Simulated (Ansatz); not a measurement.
HfB under pressure

Method: DFT PBE, scalar-relativistic, plane waves, PAW in Ansatz. Settings: 420 eV plane-wave cutoff, Γ-centred 16×16×16 mesh, Fermi-Dirac smearing of 0.15 eV. No spin polarisation. Phonons by linear response, acoustic sum rule imposed.

Relaxed structure:
```yaml
crystal:
  lattice:
    - [0.00000, 2.41809, 2.41809]
    - [2.41809, 0.00000, 2.41809]
    - [2.41809, 2.41809, 0.00000]
  atoms:
    - { symbol: Hf, position: [0.50000, 0.50000, 0.50000] }
    - { symbol: B, position: [0.00000, 0.00000, 0.00000] }
```

In a metal, frequencies and elastic constants depend on the k mesh and the smearing, soft modes and shear constants most. Spin–orbit coupling is left out, which matters for heavy elements.

Question: The cell is relaxed again at 3 and 10 GPa. How do volume, gap and optical modes at Γ (cm⁻¹, counted from the lowest optical one; a degenerate one stands once) change?

Answer:
```tsv
	0 GPa	3 GPa	10 GPa
V/V0	1.000	0.983	0.948
gap (eV)	0.00	0.00	0.00
mode 1	453	466	492
```